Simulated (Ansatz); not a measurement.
# Fe (Im-3m) in Ansatz: relaxation of cell and atoms with PBEsol

Aim: the relaxation of cell and atoms of Fe with PBEsol.

Program: Ansatz 0.2.0. These are calculated values, not measurements. Logs are shortened: lines on timing, memory, paths and dates and some standing lists are left out, and cuts for length are marked.

## Step 1: The crystal as given

It takes space group Im-3m (No. 229, cubic). The conventional cell has a = 2.886 Å, b = 2.886 Å, c = 2.886 Å, α = 90.00°, β = 90.00°, γ = 90.00°. Fe (site symmetry m-3m) is surrounded by 8 Fe at 2.50 Å.

## Step 2: Relaxation of cell and atoms, PBEsol, collinear spin, ferromagnetic start

File input.yaml:

```yaml
crystal:
  lattice:
    - [-1.443, 1.443, 1.443]
    - [1.443, -1.443, 1.443]
    - [1.443, 1.443, -1.443]
  atoms:
    - { symbol: Fe, position: [0.0, 0.0, 0.0], spin: 3.0 }
hamiltonian:
  xc: pbesol
  pseudopotentials: { kind: paw }
magnetization:
  spin_polarized: true
kpoints:
  mp_grid: { grid: [13, 13, 13] }
scf:
  occupations: { method: fermi_dirac, width: 0.05 }
output:
  forces: true
  stress: true
  eigenvalues: true
relax:
  f_tol: 0.01
  max_steps: 40
  cell: { stress_tol: 0.05 }
```

Potentials or basis: Ansatz PAW.

On the command line:

```bash
ansatz run input.yaml --threads 2 --pin off --max-ram 5632MiB --backend cpu --events-out ev --progress --plain --runs-dir out
```

Log:

```text
Warning: RAYON_NUM_THREADS=2 ignored (pool sized by the plan → 2); use --threads N
Engine: ansatz 0.2.0, x86_64-unknown-linux-gnu
Pseudopotentials: kind: paw
Pseudopotential: Fe, paw, valence charge 16, recommended cutoff 420 eV (normal), Fe.paw.azcp
Functional definition: PBEsol
  exchange = pbesol_x
  correlation = pbesol_c
Crystal: 1 atoms, lattice volume = 12.019 Å³
Basis set: ecut = 420 eV, 225 PW (Γ), exchange–correlation on 36×36×36 points (8 copies of the dense FFT grid, shifted against one another)
Bands: 14, of which v1, the nominal top of the filled ones, is band 8 counted from 1 (7 counted from 0)
Symmetry: 48 space group operations
Space group: Im-3m (ITA 229), of the structure as read, at distance tolerance 2.3e-5 Å
Magnetic group: BNS 229.140 (UNI 1642), of the structure as read, at distance tolerance 2.3e-5 Å
k-points: 84 of 2197
Non-local potential: Fe, projectors of the file, l = 0: 3, l = 1: 2, l = 2: 3, l = 3: 1
PAW form: soft (Blöchl's): semilocal exchange-correlation on the pseudo side does not see the compensation charge
PAW frozen core: Fe, regenerated for the run's functional, and the local potential with it (the file was generated under x = pbe(κ = 0.804, μ = 0.2195149727645171), c = pbe(β = 0.06672455060314922))
PAW one-centre angular grid: Fe, 590 points (default); XC on 64 Gauss nodes
Initial density: superposition of atomic densities (chi_scale 0.1, normalization cell)
Starting moments: Σ|m| = 3 μB on 1 of 1 site
Initial wavefunctions: pseudopotential atomic-orbital guess
Functional: x = pbesol(κ = 0.804, μ = 0.12345679012345678), c = pbesol(β = 0.046)
SCF iter   1: F=—  HF=-4448.784006 eV  |F-HF|=—  |Δ(HF+E_count)|=         —  Δρ=7.34e-2 (↑7.34e-2 ↓6.83e-2)  dr2=1.47e0  dr2_m=5.48e-2  M=2.570 μB ∫|m|=2.624 μB  β_m=0.30  ethr=3.10e-3  ⟨swp⟩=4.6  Hψ=11203  notcnv=0
Mixer restart at iter 1: flushing history
preconditioner: auto → none  [metal: Δε(μ)=0.017 eV  Ē_g=14.116 eV  σ=0.050 eV  W_gap=0.08  n_scr=0 (ndim 8)  ℏωp=30.3 eV  f_vac=0.000  D(μ)=1.02/eV (n_scr^D=12)]
SCF iter   2: F=—  HF=-4448.217625 eV  |F-HF|=—  |Δ(HF+E_count)|=   5.66e-1  Δρ=2.90e-2 (↑2.90e-2 ↓1.60e-2)  dr2=3.15e-2  dr2_m=4.35e-2  M=2.638 μB ∫|m|=2.716 μB  β_m=0.28  ethr=3.10e-3  ⟨swp⟩=3.0  Hψ=5709  notcnv=0  defer=184
SCF iter   3: F=—  HF=-4448.443193 eV  |F-HF|=—  |Δ(HF+E_count)|=         —  Δρ=2.74e-2 (↑2.62e-2 ↓2.74e-2)  dr2=2.22e-3  dr2_m=7.73e-2  M=2.391 μB ∫|m|=2.465 μB  β_m=0.28  ethr=1.97e-4  ⟨swp⟩=2.8  Hψ=4619  notcnv=0  defer=183
Mixer restart at iter 3: flushing history
SCF iter   4: F=—  HF=-4448.556107 eV  |F-HF|=—  |Δ(HF+E_count)|=   1.13e-1  Δρ=2.26e-2 (↑1.73e-2 ↓2.26e-2)  dr2=3.50e-3  dr2_m=4.27e-2  M=2.377 μB ∫|m|=2.458 μB  β_m=0.64  ethr=1.39e-5  ⟨swp⟩=2.1  Hψ=4337  notcnv=0  defer=181
SCF iter   5: F=—  HF=-4448.784589 eV  |F-HF|=—  |Δ(HF+E_count)|=   2.28e-1  Δρ=2.61e-2 (↑2.61e-2 ↓7.59e-3)  dr2=3.38e-2  dr2_m=2.63e-2  M=2.243 μB ∫|m|=2.346 μB  β_m=0.54  ethr=1.39e-5  ⟨swp⟩=3.4  Hψ=5616  notcnv=0  defer=181
SCF iter   6: F=—  HF=-4448.773533 eV  |F-HF|=—  |Δ(HF+E_count)|=   1.11e-2  Δρ=2.84e-3 (↑2.23e-3 ↓2.84e-3)  dr2=2.55e-3  dr2_m=6.17e-5  M=2.273 μB ∫|m|=2.389 μB  β_m=0.64  ethr=1.39e-5  ⟨swp⟩=2.0  Hψ=5562  notcnv=0  defer=171
SCF iter   7: F=—  HF=-4448.772355 eV  |F-HF|=—  |Δ(HF+E_count)|=   1.18e-3  Δρ=1.26e-3 (↑1.26e-3 ↓5.38e-4)  dr2=3.84e-5  dr2_m=8.81e-5  M=2.260 μB ∫|m|=2.376 μB  β_m=0.80  ethr=1.39e-5  ⟨swp⟩=1.4  Hψ=2588  notcnv=0  defer=171
SCF iter   8: F=—  HF=-4448.772418 eV  |F-HF|=—  |Δ(HF+E_count)|=   6.36e-5  Δρ=1.19e-3 (↑1.19e-3 ↓1.15e-4)  dr2=1.24e-4  dr2_m=3.68e-5  M=2.258 μB ∫|m|=2.374 μB  β_m=0.80  ethr=2.40e-7  ⟨swp⟩=1.3  Hψ=2561  notcnv=0  defer=171
SCF iter   9: F=—  HF=-4448.772424 eV  |F-HF|=—  |Δ(HF+E_count)|=   6.02e-6  Δρ=1.80e-4 (↑1.80e-4 ↓2.65e-5)  dr2=3.52e-6  dr2_m=6.74e-7  M=2.260 μB ∫|m|=2.376 μB  β_m=0.90  ethr=2.40e-7  ⟨swp⟩=2.4  Hψ=3382  notcnv=0  defer=171
[... 72 lines left out ...]
SCF converged after 9 iterations
Magnetization: 2.0563 μB (9.0282 up, 6.9718 down)
Absolute magnetization: 2.1415 μB (∫|ρ↑−ρ↓|, with the PAW one-centre terms)
Spin contamination: 0.0273 ħ² per cell (⟨S²⟩ above its minimum at these occupations)
Per-site moments (μB) at R_I (Å): [(2.08407304750881, 0.9946887398232751)]
Free energy (F): -4448.851497 eV
Harris-Foulkes:  -4448.851497 eV  (|F-HF|=0.00e0)
Internal energy: -4448.842716 eV  (E = F + TS)
E sigma→0 (E₀):  -4448.847107 eV
Entropy (-TS):   -0.008781 eV (-8.781 meV/atom)
Fermi energy:    19.637652 eV
--- Per-component energies (eV) ---
  E_band       = -195.433465
  E_kinetic    = 352.349603
  E_local      = -2000.305915  (includes V_loc(G=0)·N_el)
  E_nonlocal   = 218.846619
  E_hartree    = 841.321872
  E_xc         = -117.778516
  E_vxc        = -152.310899  (∫ρ·V_xc dr)
  E_paw        = -1334.443768  (= ΣΔE_a)
  E_vpaw       = -296.657400  (= ΣTr[D̂ρ^β])
  E_aug_tail   = 0.000769  (compensation charges beyond the density's cutoff)
  E_ewald      = -2409.012581
  E_core_change = 0.179202  (= ΣΔE_core)
  E_smearing   = -0.008781  (= −TS)
  E_closure    = 0.000000  (closes the sum)
  Σ components = -4448.851497   (vs F -4448.851497, Δ=0.00e0)
--- Forces (eV/Å), atoms counted from 1 ---
  atom   1  Fe     0.00000000     0.00000000    -0.00000000
  max |Σ_I F_I| component: 3.70e-32 eV/Å
--- Stress (GPa, compression-positive) ---
        0.010939      -0.000000       0.000000
        0.000000       0.010939       0.000000
       -0.000000       0.000000       0.010939
  P = ⅓ Tr σ = 0.0109 GPa (0.109 kbar)
--- Band table (eV; the first three rows and the last of 168) ---
  k-point 0 ↑: bands = ["-68.2391", "-34.1137", "-34.1137", "-34.1137", "10.6645", "17.1852", "17.1852", "17.1852", "18.5521", "18.5521", "44.2774", "44.2774", "44.2774", "50.1497"]
  k-point 1 ↑: bands = ["-68.2334", "-34.1430", "-34.1233", "-34.1137", "10.9204", "17.1113", "17.1769", "17.3285", "18.4795", "18.5581", "42.9827", "43.9893", "44.2088", "49.3799"]
  k-point 2 ↑: bands = ["-68.2175", "-34.2239", "-34.1497", "-34.1138", "11.6540", "16.9103", "17.1147", "17.7381", "18.3552", "18.5787", "40.1111", "42.8923", "44.0505", "47.5870"]
  k-point 83 ↓: bands = ["-65.6075", "-32.0889", "-32.0834", "-32.0834", "16.1417", "16.1569", "21.7507", "21.7507", "21.8550", "29.3089", "30.3093", "30.3093", "36.8715", "37.3465"]
--- Relaxed structure (5 steps of the walk, 5 accepted, 1 SCFs on fresh bases) ---
  F+E_penalty+E_count = -4448.85149750 eV   max|allowed force component| = 0.000e0 eV/Å   (the final SCF, on the basis selected at the relaxed cell)
  cell:  # Å, volume = 10.7936 Å³
    - [-1.3922031798711698, 1.3922031798711698, 1.3922031798711698]
    - [1.3922031798711698, -1.3922031798711698, 1.3922031798711698]
    - [1.3922031798711698, 1.3922031798711698, -1.3922031798711698]
  atoms:
    - { symbol: Fe, position: [0.0, 0.0, 0.0] }
```

Wall time 15 s (2 threads of Intel Xeon at 2.70GHz, shared host); peak memory 0.33 GiB.

What came out:

```yaml
Free_energy: -4448.8515 eV
Relaxed_volume: 10.79 Å³/atom
Relaxed_cell: a = 2.411 Å, b = 2.411 Å, c = 2.411 Å, α = 109.47°, β = 109.47°, γ = 109.47°
Space_group_after_relaxing_to_0.05_Å: Im-3m (No. 229)
Energy_gained_by_relaxing: 79.1 meV/atom
Ionic_steps: 6
Pressure_after_relaxing: 0.0 GPa
Band_gap_on_the_k_mesh: none (metal or under the smearing width)
Net_moment: 2.06 μB per cell
Absolute_moment: 2.14 μB per cell
Site_moments: Fe +2.08 μB
```

The path:
| step | energy change (eV) | largest force (eV/Å) | volume (Å³) |
| --- | --- | --- | --- |
| 1 | 0.0000 | 0.0000 | 12.02 |
| 2 | -0.0673 | 0.0000 | 11.24 |
| 3 | -0.0782 | 0.0000 | 10.64 |
| 4 | -0.0797 | 0.0000 | 10.80 |
| 5 | -0.0797 | 0.0000 | 10.79 |
| 6 | -0.0791 | 0.0000 | 10.79 |

Final structure:
```
Fe
1.0
    -1.39220    1.39220    1.39220
     1.39220   -1.39220    1.39220
     1.39220    1.39220   -1.39220
Fe
1
Direct
  0.00000 0.00000 0.00000
```

Levels at points of the mesh, in eV from the Fermi level:
Spin up:
| k point | band 5 | band 6 | band 7 | band 8 | band 9 | band 10 | band 11 | band 12 | band 13 | band 14 |
| --- | --- | --- | --- | --- | --- | --- | --- | --- | --- | --- |
| (0.00, 0.00, 0.00) | -8.97 | -2.45 | -2.45 | -2.45 | -1.09 | -1.09 | 24.64 | 24.64 | 24.64 | 30.51 |
Spin down:
```tsv
k point	band 4	band 5	band 6	band 7	band 8	band 9	band 10	band 11
(0.00, 0.00, 0.00)	-51.34	-8.73	-0.67	-0.67	-0.67	1.48	1.48	24.61
```

Caveat: the plane-wave basis is chosen anew once the cell has moved, so the energies of steps on either side of that aren't comparable; the volume moved by -10 % from the deposited cell, more than functionals usually miss; the PAW data sets come from PBE, with cores solved anew for the run's functional, which leaves a small shift of forces and pressure.
